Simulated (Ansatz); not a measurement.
Born–Oppenheimer molecular dynamics of a periodic cell of 16 atoms, Li (start crystal Li, start structure bcc, volume 1 times the crystal's). It goes on from the last frame of an earlier run, with new velocities.

Theory: Ansatz 0.2.0, DFT PBE-D3(BJ), scalar-relativistic, plane waves, PAW. Settings: accuracy low, cutoff 420 eV, k mesh 3x3x3, fermi-dirac smearing 0.1 eV, no spin polarisation.

```
ensemble             : NVT, Langevin thermostat
time step            : 1 fs
steps asked          : 69
set temperature      : 720 K
friction             : 0.02 /fs
temperature schedule : 52 steps to 300 K, then 17 steps to 300 K
seed                 : 468583
```

Frames 5 fs apart, positions in Å, forces in eV/Å.

Velocities at 0.0 fs (Å/ps):

```
Li -0.24 -6.91 -10.32
Li -7.39 16.82 -12.78
Li -7.89 -4.57 11.04
Li 11.16 -5.58 -2.30
Li -19.97 -0.28 4.55
Li 6.33 -1.59 6.56
Li -6.52 -1.76 10.46
Li -7.02 14.40 7.29
Li -0.82 -6.99 3.99
Li -5.16 11.42 -3.94
Li -11.92 3.70 0.02
Li 16.13 -2.11 -3.93
Li 10.51 8.66 -11.67
Li 14.63 -10.97 -11.31
Li 2.22 -11.01 -3.45
Li 5.94 -3.22 15.79
```

```xyz
16
Lattice="6.9800 0.0000 0.0000 0.0000 6.9800 0.0000 0.0000 0.0000 6.9800" Properties=species:S:1:pos:R:3:forces:R:3 time_fs=0.0 energy_less_start_eV=0.000 T=675
Li -0.108 0.463 -0.185 -0.16 -0.22 -0.02
Li 3.865 0.584 -0.545 0.37 -0.65 0.73
Li -0.353 3.284 0.020 0.10 -0.19 -0.02
Li -0.551 0.146 3.371 0.38 -0.18 0.33
Li 1.647 1.393 1.766 0.17 0.16 0.11
Li 2.977 3.449 -0.210 0.28 0.39 0.33
Li 3.296 -0.396 3.728 0.07 0.04 -0.27
Li 5.123 1.810 2.004 -0.35 0.00 -0.58
Li -0.092 3.328 3.523 0.43 0.15 -0.30
Li 0.742 5.345 1.515 0.88 0.01 0.05
Li 1.983 1.483 5.441 -0.85 0.26 -0.74
Li 3.502 3.451 3.587 -0.39 0.28 -0.18
Li 5.249 5.307 1.566 -0.68 -0.04 0.00
Li 5.189 2.099 4.850 -0.06 -0.18 0.43
Li 1.212 5.096 5.127 0.34 0.21 0.13
Li 5.571 5.275 5.314 -0.53 -0.04 0.02
16
Lattice="6.9800 0.0000 0.0000 0.0000 6.9800 0.0000 0.0000 0.0000 6.9800" Properties=species:S:1:pos:R:3:forces:R:3 time_fs=5.0 energy_less_start_eV=0.137 T=619
Li -0.111 0.429 -0.238 -0.18 -0.16 0.01
Li 3.834 0.657 -0.591 0.44 -0.67 0.77
Li -0.386 3.250 0.059 0.12 -0.17 -0.03
Li -0.494 0.103 3.362 0.23 -0.11 0.34
Li 1.547 1.399 1.786 0.26 0.18 0.09
Li 3.009 3.446 -0.152 0.24 0.39 0.27
Li 3.255 -0.413 3.769 0.11 0.06 -0.32
Li 5.062 1.875 2.026 -0.22 -0.23 -0.63
Li -0.079 3.297 3.535 0.45 0.25 -0.37
Li 0.747 5.405 1.494 0.93 -0.13 0.01
Li 1.930 1.510 5.446 -0.83 0.32 -0.76
Li 3.572 3.436 3.574 -0.49 0.36 -0.09
Li 5.282 5.346 1.532 -0.75 -0.05 0.05
Li 5.247 2.056 4.797 -0.09 -0.21 0.54
Li 1.222 5.038 5.096 0.32 0.21 0.19
Li 5.581 5.255 5.387 -0.54 -0.04 -0.07
16
Lattice="6.9800 0.0000 0.0000 0.0000 6.9800 0.0000 0.0000 0.0000 6.9800" Properties=species:S:1:pos:R:3:forces:R:3 time_fs=10.0 energy_less_start_eV=0.126 T=674
Li -0.121 0.385 -0.306 -0.18 -0.15 0.07
Li 3.810 0.689 -0.590 0.41 -0.61 0.71
Li -0.427 3.202 0.084 0.15 -0.08 -0.02
Li -0.427 0.050 3.386 0.08 -0.02 0.32
Li 1.449 1.417 1.791 0.33 0.18 0.06
Li 3.037 3.487 -0.039 0.17 0.30 0.15
Li 3.224 -0.434 3.796 0.12 0.11 -0.34
Li 4.967 1.931 2.016 -0.04 -0.44 -0.60
Li -0.054 3.268 3.543 0.42 0.33 -0.44
Li 0.781 5.458 1.488 0.88 -0.25 -0.05
Li 1.867 1.530 5.449 -0.66 0.39 -0.70
Li 3.648 3.433 3.562 -0.61 0.45 0.04
Li 5.281 5.377 1.531 -0.69 -0.05 0.08
Li 5.307 2.020 4.763 -0.15 -0.28 0.60
Li 1.248 4.991 5.069 0.25 0.18 0.25
Li 5.553 5.223 5.450 -0.48 -0.05 -0.14
16
Lattice="6.9800 0.0000 0.0000 0.0000 6.9800 0.0000 0.0000 0.0000 6.9800" Properties=species:S:1:pos:R:3:forces:R:3 time_fs=15.0 energy_less_start_eV=0.066 T=663
Li -0.135 0.332 -0.392 -0.14 -0.17 0.18
Li 3.787 0.675 -0.554 0.32 -0.54 0.62
Li -0.484 3.145 0.094 0.20 0.01 -0.01
Li -0.372 0.003 3.428 -0.02 -0.01 0.25
Li 1.375 1.404 1.784 0.37 0.20 0.04
Li 3.101 3.526 0.070 0.06 0.22 0.02
Li 3.203 -0.456 3.805 0.14 0.17 -0.33
Li 4.883 1.989 1.996 0.11 -0.64 -0.55
Li -0.038 3.252 3.548 0.36 0.36 -0.46
Li 0.850 5.475 1.487 0.73 -0.31 -0.09
Li 1.807 1.553 5.444 -0.44 0.42 -0.62
Li 3.751 3.443 3.554 -0.71 0.54 0.17
Li 5.262 5.382 1.534 -0.53 -0.01 0.11
Li 5.354 1.964 4.762 -0.21 -0.31 0.56
Li 1.298 4.949 5.054 0.17 0.15 0.30
Li 5.508 5.190 5.494 -0.40 -0.09 -0.19
16
Lattice="6.9800 0.0000 0.0000 0.0000 6.9800 0.0000 0.0000 0.0000 6.9800" Properties=species:S:1:pos:R:3:forces:R:3 time_fs=20.0 energy_less_start_eV=0.006 T=671
Li -0.157 0.277 -0.468 -0.08 -0.19 0.29
Li 3.763 0.670 -0.513 0.22 -0.49 0.50
Li -0.539 3.071 0.088 0.25 0.12 0.02
Li -0.331 -0.056 3.472 -0.06 -0.03 0.16
Li 1.346 1.355 1.776 0.35 0.26 0.01
Li 3.166 3.564 0.149 -0.05 0.16 -0.08
Li 3.168 -0.466 3.784 0.16 0.21 -0.28
Li 4.815 2.031 1.974 0.18 -0.76 -0.47
Li -0.023 3.237 3.522 0.31 0.38 -0.46
Li 0.946 5.510 1.457 0.56 -0.38 -0.12
Li 1.740 1.589 5.431 -0.24 0.40 -0.53
Li 3.822 3.467 3.565 -0.73 0.54 0.28
Li 5.234 5.382 1.556 -0.34 0.02 0.10
Li 5.412 1.895 4.760 -0.31 -0.26 0.46
Li 1.332 4.917 5.045 0.11 0.12 0.33
Li 5.463 5.150 5.531 -0.34 -0.11 -0.22
16
Lattice="6.9800 0.0000 0.0000 0.0000 6.9800 0.0000 0.0000 0.0000 6.9800" Properties=species:S:1:pos:R:3:forces:R:3 time_fs=25.0 energy_less_start_eV=-0.091 T=713
Li -0.177 0.213 -0.529 -0.01 -0.19 0.43
Li 3.753 0.674 -0.464 0.06 -0.44 0.31
Li -0.577 3.027 0.053 0.29 0.17 0.09
Li -0.302 -0.131 3.513 -0.05 -0.04 0.06
Li 1.332 1.320 1.790 0.30 0.30 -0.03
Li 3.237 3.603 0.207 -0.17 0.13 -0.17
Li 3.113 -0.491 3.745 0.20 0.30 -0.21
Li 4.751 2.043 1.927 0.23 -0.76 -0.27
Li 0.003 3.227 3.482 0.22 0.43 -0.45
Li 1.052 5.545 1.432 0.41 -0.44 -0.13
Li 1.627 1.653 5.402 0.05 0.31 -0.39
Li 3.840 3.506 3.595 -0.62 0.41 0.28
Li 5.212 5.392 1.596 -0.20 0.03 0.07
Li 5.478 1.822 4.758 -0.44 -0.16 0.28
Li 1.373 4.904 5.047 0.04 0.07 0.35
Li 5.427 5.117 5.546 -0.31 -0.12 -0.23
16
Lattice="6.9800 0.0000 0.0000 0.0000 6.9800 0.0000 0.0000 0.0000 6.9800" Properties=species:S:1:pos:R:3:forces:R:3 time_fs=30.0 energy_less_start_eV=-0.176 T=734
Li -0.202 0.137 -0.546 0.08 -0.15 0.50
Li 3.772 0.675 -0.426 -0.12 -0.40 0.15
Li -0.593 3.000 -0.012 0.30 0.21 0.18
Li -0.264 -0.198 3.538 -0.03 -0.05 0.00
Li 1.331 1.309 1.816 0.26 0.31 -0.09
Li 3.287 3.673 0.267 -0.25 0.06 -0.23
Li 3.048 -0.510 3.678 0.25 0.37 -0.12
Li 4.727 2.035 1.863 0.25 -0.66 -0.02
Li 0.024 3.217 3.448 0.12 0.49 -0.45
Li 1.170 5.551 1.418 0.26 -0.44 -0.13
Li 1.516 1.737 5.357 0.30 0.14 -0.22
Li 3.809 3.557 3.635 -0.48 0.18 0.19
Li 5.196 5.395 1.653 -0.09 0.04 0.01
Li 5.524 1.754 4.749 -0.54 -0.07 0.11
Li 1.416 4.886 5.050 -0.03 0.05 0.36
Li 5.387 5.069 5.547 -0.28 -0.08 -0.24
16
Lattice="6.9800 0.0000 0.0000 0.0000 6.9800 0.0000 0.0000 0.0000 6.9800" Properties=species:S:1:pos:R:3:forces:R:3 time_fs=35.0 energy_less_start_eV=-0.209 T=710
Li -0.230 0.060 -0.535 0.15 -0.07 0.50
Li 3.783 0.660 -0.388 -0.23 -0.37 0.02
Li -0.587 2.998 -0.087 0.28 0.20 0.29
Li -0.253 -0.237 3.555 0.01 -0.08 -0.05
Li 1.343 1.310 1.853 0.21 0.30 -0.15
Li 3.314 3.741 0.326 -0.29 -0.01 -0.29
Li 2.982 -0.523 3.604 0.32 0.41 -0.03
Li 4.718 2.041 1.797 0.25 -0.56 0.18
Li 0.030 3.224 3.396 0.05 0.55 -0.42
Li 1.292 5.532 1.407 0.10 -0.39 -0.11
Li 1.427 1.823 5.332 0.46 -0.03 -0.11
Li 3.749 3.604 3.693 -0.36 -0.02 0.04
Li 5.185 5.391 1.689 -0.02 0.05 -0.01
Li 5.537 1.708 4.720 -0.59 -0.03 0.04
Li 1.448 4.877 5.071 -0.09 0.06 0.36
Li 5.344 5.007 5.543 -0.24 0.00 -0.25
16
Lattice="6.9800 0.0000 0.0000 0.0000 6.9800 0.0000 0.0000 0.0000 6.9800" Properties=species:S:1:pos:R:3:forces:R:3 time_fs=40.0 energy_less_start_eV=-0.232 T=569
Li -0.237 -0.029 -0.515 0.17 0.04 0.51
Li 3.755 0.623 -0.348 -0.26 -0.35 -0.09
Li -0.563 3.011 -0.142 0.21 0.17 0.38
Li -0.225 -0.256 3.591 0.05 -0.14 -0.15
Li 1.363 1.334 1.881 0.17 0.25 -0.20
Li 3.325 3.813 0.360 -0.28 -0.13 -0.31
Li 2.931 -0.529 3.554 0.38 0.43 0.07
Li 4.718 2.026 1.745 0.24 -0.45 0.29
Li 0.037 3.257 3.319 -0.02 0.56 -0.33
Li 1.407 5.510 1.411 -0.06 -0.30 -0.10
Li 1.347 1.888 5.306 0.57 -0.16 -0.06
Li 3.665 3.637 3.753 -0.24 -0.18 -0.10
Li 5.167 5.379 1.716 0.04 0.08 0.02
Li 5.548 1.664 4.686 -0.63 0.04 0.04
Li 1.453 4.866 5.109 -0.12 0.09 0.33
Li 5.307 4.964 5.538 -0.23 0.06 -0.28
16
Lattice="6.9800 0.0000 0.0000 0.0000 6.9800 0.0000 0.0000 0.0000 6.9800" Properties=species:S:1:pos:R:3:forces:R:3 time_fs=45.0 energy_less_start_eV=-0.277 T=617
Li -0.253 -0.098 -0.488 0.19 0.13 0.52
Li 3.700 0.598 -0.327 -0.25 -0.35 -0.16
Li -0.535 3.033 -0.161 0.14 0.15 0.43
Li -0.199 -0.304 3.625 0.09 -0.14 -0.20
Li 1.391 1.363 1.897 0.12 0.19 -0.22
Li 3.330 3.867 0.364 -0.19 -0.27 -0.30
Li 2.902 -0.513 3.514 0.42 0.41 0.18
Li 4.706 1.984 1.717 0.23 -0.34 0.33
Li 0.049 3.316 3.244 -0.07 0.49 -0.21
Li 1.526 5.472 1.420 -0.23 -0.19 -0.09
Li 1.296 1.945 5.292 0.60 -0.26 -0.06
Li 3.565 3.654 3.809 -0.12 -0.28 -0.22
Li 5.165 5.359 1.747 0.04 0.10 0.02
Li 5.547 1.621 4.665 -0.62 0.13 0.01
Li 1.465 4.857 5.173 -0.14 0.15 0.28
Li 5.264 4.939 5.530 -0.21 0.09 -0.30
16
Lattice="6.9800 0.0000 0.0000 0.0000 6.9800 0.0000 0.0000 0.0000 6.9800" Properties=species:S:1:pos:R:3:forces:R:3 time_fs=50.0 energy_less_start_eV=-0.339 T=603
Li -0.278 -0.150 -0.428 0.19 0.18 0.49
Li 3.632 0.566 -0.326 -0.23 -0.34 -0.19
Li -0.502 3.055 -0.172 0.05 0.16 0.47
Li -0.168 -0.360 3.684 0.12 -0.08 -0.24
Li 1.432 1.383 1.919 0.05 0.16 -0.23
Li 3.317 3.905 0.357 -0.06 -0.43 -0.29
Li 2.890 -0.478 3.503 0.44 0.35 0.25
Li 4.682 1.923 1.704 0.23 -0.23 0.33
Li 0.056 3.380 3.175 -0.10 0.40 -0.11
Li 1.642 5.434 1.428 -0.38 -0.06 -0.03
Li 1.278 2.014 5.283 0.56 -0.38 -0.08
Li 3.470 3.659 3.847 -0.04 -0.33 -0.33
Li 5.164 5.347 1.780 0.01 0.12 0.02
Li 5.517 1.598 4.657 -0.54 0.16 0.00
Li 1.484 4.854 5.243 -0.18 0.22 0.22
Li 5.190 4.924 5.509 -0.14 0.11 -0.28
16
Lattice="6.9800 0.0000 0.0000 0.0000 6.9800 0.0000 0.0000 0.0000 6.9800" Properties=species:S:1:pos:R:3:forces:R:3 time_fs=55.0 energy_less_start_eV=-0.378 T=579
Li -0.307 -0.186 -0.356 0.16 0.20 0.43
Li 3.562 0.524 -0.330 -0.21 -0.31 -0.20
Li -0.473 3.058 -0.177 -0.04 0.18 0.50
Li -0.119 -0.407 3.739 0.10 -0.02 -0.25
Li 1.468 1.399 1.942 -0.01 0.15 -0.25
Li 3.316 3.934 0.344 0.07 -0.59 -0.27
Li 2.884 -0.420 3.501 0.45 0.27 0.32
Li 4.673 1.862 1.707 0.21 -0.15 0.29
Li 0.051 3.435 3.105 -0.09 0.31 -0.01
Li 1.739 5.398 1.442 -0.50 0.05 0.04
Li 1.273 2.080 5.266 0.51 -0.48 -0.10
Li 3.375 3.666 3.874 0.01 -0.35 -0.43
Li 5.143 5.331 1.828 -0.01 0.14 0.01
Li 5.478 1.584 4.641 -0.44 0.15 0.01
Li 1.487 4.860 5.325 -0.18 0.29 0.16
Li 5.118 4.899 5.474 -0.03 0.16 -0.24
```

Of the whole run (69 fs, mean temperature of the second half 642 K): The schedule's set-point averaged 335 K over the second half and the system 642 K, so it lags behind the ramp. A run of 0.069 ps of so small a system gives no equilibrium averages. Limits of this set-up: coarse k mesh, low accuracy level.

The run took 13 min on 1 thread of Arm Neoverse V1, with other jobs on the host, peak memory 0.56 GiB.
